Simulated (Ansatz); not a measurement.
The system is TiC.

```
Ti C
1.0
     0.00000    2.16572    2.16572
     2.16572    0.00000    2.16572
     2.16572    2.16572    0.00000
Ti C
1 1
Direct
  0.00000 0.00000 0.00000
  0.50000 0.50000 0.50000
```

The cell is a database's computed one.

Base run:

```yaml
Program: Ansatz 0.2.0
Functional: PBEsol
Potentials_or_basis: Ansatz PAW
Cutoff: "420 eV (not typed: the program's choice for these potentials)"
k_mesh: 11 × 11 × 11
Occupations: fermi-dirac, width 0.05 eV
Spin: no spin polarisation
Hubbard_terms: Ti d U = 5 eV
```

Its results: band gap on the k mesh none (metal or under the smearing width); pressure 2.1 GPa.

**Question.** After a change of settings the same cell gave: band gap on the k mesh none (metal or under the smearing width); pressure 4.5 GPa. Which change was it?
A. hubbard terms from Ti d U = 5 eV to Ti d U = 6 eV
B. hubbard terms from Ti d U = 5 eV to none; hubbard projectors from ortho-atomic (the default) to none
C. hubbard terms from Ti d U = 5 eV to Ti d U = 1 eV

**Answer.** A.

Caveats: U without spin polarisation on a metal has little footing; the PAW data sets come from PBE, with cores solved anew for the run's functional, which leaves a small shift of forces and pressure; the U is typed as a test and isn't derived for this compound.
